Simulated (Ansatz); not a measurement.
**One input, then a changed one: AgCl (CsCl type)**

First run: DFT, PBEsol, all-electron LAPW, scalar-relativistic (Ansatz 0.2.0).

Command: `ansatz run input.yaml --threads 1 --pin off --max-ram 2048MiB --backend cpu --events-out ev --progress --plain --runs-dir out` It took 19 s on 1 thread of Arm Neoverse V2, with other jobs on the host, peak memory 0.39 GiB.

```yaml
crystal:
  lattice:
    - [2.5139845813, 0.0, 0.0]
    - [0.0, 2.5139845813, 0.0]
    - [0.0, 0.0, 2.5139845813]
  atoms:
    - { symbol: Ag, position: [0.0, 0.0, 0.0] }
    - { symbol: Cl, position: [0.5, 0.5, 0.5] }
kpoints:
  mp_grid: { grid: [13, 13, 13] }
  band_path:
    path:
      - [0.0, 0.0, 0.0]
      - [0.0, 0.5, 0.0]
      - [0.5, 0.5, 0.0]
      - [0.0, 0.0, 0.0]
      - [0.5, 0.5, 0.5]
      - [0.0, 0.5, 0.0]
      - [0.5, 0.5, 0.5]
      - [0.5, 0.5, 0.0]
    npoints: 8
scf:
  occupations: { method: fermi_dirac, width: 0.08 }
hamiltonian:
  xc: pbesol
  pseudopotentials: { kind: all_electron, lapw: { basis_error: 0.001 } }
output:
  forces: true
  stress: true
  eigenvalues: true
  populations: true
  dos: { projected: true, de: 0.2, e_range: [-14, 8] }
```

The cell comes from a relaxation on PAW files under the same functional, begun from a prototype that needn't be the stable phase.

This run: volume at 0.43 of the series' base cell.

It converges in 6 SCF iterations at a pressure of 477.9 GPa.

The input is then changed:

```diff
   occupations: { method: fermi_dirac, width: 0.08 }
+  n_extra_bands: 4
 hamiltonian:
   populations: true
-  dos: { projected: true, de: 0.2, e_range: [-14, 8] }
```

Q: What does the second run give?

A: It converges in 6 SCF iterations at a pressure of 477.9 GPa, free energy 0.0 meV/atom against the first run's. Results part of its log:
```
SCF 1 converged in 6 iterations: F = -157114.154595 eV  dr2 = 4.94e-8
NSCF: frozen V_eff on 57 k-points
SCF converged after 6 iterations
Free energy (F): -157114.154595 eV
Harris-Foulkes:  -157114.154595 eV  (|F-HF|=8.38e-9)
Internal energy: -157114.152110 eV  (E = F + TS)
E sigma→0 (E₀):  -157114.153353 eV
Entropy (-TS):   -0.002485 eV (-1.242 meV/atom)
Fermi energy:    37.726090 eV
--- Per-component energies (eV) ---
  E_band       = -4286.681764
  E_kinetic    = 163893.588311
  E_xc         = -4769.800145
  E_electrostatic = -316237.940276  (all electrons and nuclei)
  E_smearing   = -0.002485  (= −TS)
  E_closure    = 0.000000  (closes the sum)
  E_atoms      = -157122.092418  (free atoms, spherical and without spin; not in F)
  Σ components = -157114.154595   (vs F -157114.154595, Δ=0.00e0)
  Basis errors (estimates in eV, not in F): energy 3.5e-4 per atom: plane waves 3.1e-4 (1.6e-4 summed), levels above the bands 2.9e-56, relativity 2.0e-8, radial functions 4.1e-5, core shells 7.6e-7; eigenvalues (radial functions only) 3.2e-6; not estimated: angular momenta, meshes, grids; target (lapw.basis_error) 1.0e-3; muffin-tin radii Cl 0.952 Å, Ag 1.225 Å
--- Forces (eV/Å), atoms counted from 1 ---
  atom   1  Ag    -0.00000000     0.00000000     0.00000000
  atom   2  Cl     0.00000000     0.00000000     0.00000000
  max |Σ_I F_I| component: 6.52e-30 eV/Å
--- Stress (GPa, compression-positive) ---
      477.948074       0.000000       0.000000
        0.000000     477.948074       0.000000
        0.000000       0.000000     477.948074
  P = ⅓ Tr σ = 477.9481 GPa (4779.481 kbar)
--- Band table (eV; the first three rows and the last of 84) ---
  k-point 0: bands = ["-320.6082", "-320.6082", "-320.5904", "-320.5904", "-320.5904", "-210.9283", "-150.0659", "-150.0659", "-150.0659", "-58.1841", "-21.6832", "-21.6832", "-21.6832", "11.3198", "24.5124", "24.5124", "29.8979", "29.8979", "29.8979", "31.0572", "31.0572", "31.0572", "42.4193", "43.6020", "43.6020", "54.5486"]
  k-point 1: bands = ["-320.6082", "-320.6082", "-320.5904", "-320.5904", "-320.5904", "-210.9283", "-150.0659", "-150.0659", "-150.0659", "-58.1814", "-21.7126", "-21.6805", "-21.6805", "11.4546", "24.4693", "24.5725", "29.1697", "29.1697", "29.9232", "30.7220", "31.8671", "31.8671", "42.7382", "43.2654", "44.0702", "53.3644"]
  k-point 2: bands = ["-320.6082", "-320.6082", "-320.5904", "-320.5904", "-320.5904", "-210.9283", "-150.0659", "-150.0659", "-150.0659", "-58.1739", "-21.7938", "-21.6731", "-21.6731", "11.8496", "24.1857", "24.7442", "28.1725", "28.1725", "29.9939", "30.1679", "33.1142", "33.1142", "42.3946", "43.0328", "45.7801", "51.2484"]
  k-point 83: bands = ["-320.6082", "-320.6082", "-320.5904", "-320.5904", "-320.5904", "-210.9282", "-150.0660", "-150.0660", "-150.0660", "-58.0483", "-22.0389", "-22.0379", "-22.0379", "18.8499", "20.7543", "20.7543", "21.6663", "31.7527", "31.7527", "34.8241", "36.0574", "36.0574", "37.8982", "37.8982", "38.5428", "51.2093"]
--- Löwdin populations: 2 sites ---
  site symbol       q [e]
     0     Ag     46.2483
     1     Cl     17.3764
  spilling = 0.005864 (of n_electrons = 64.000000)
```
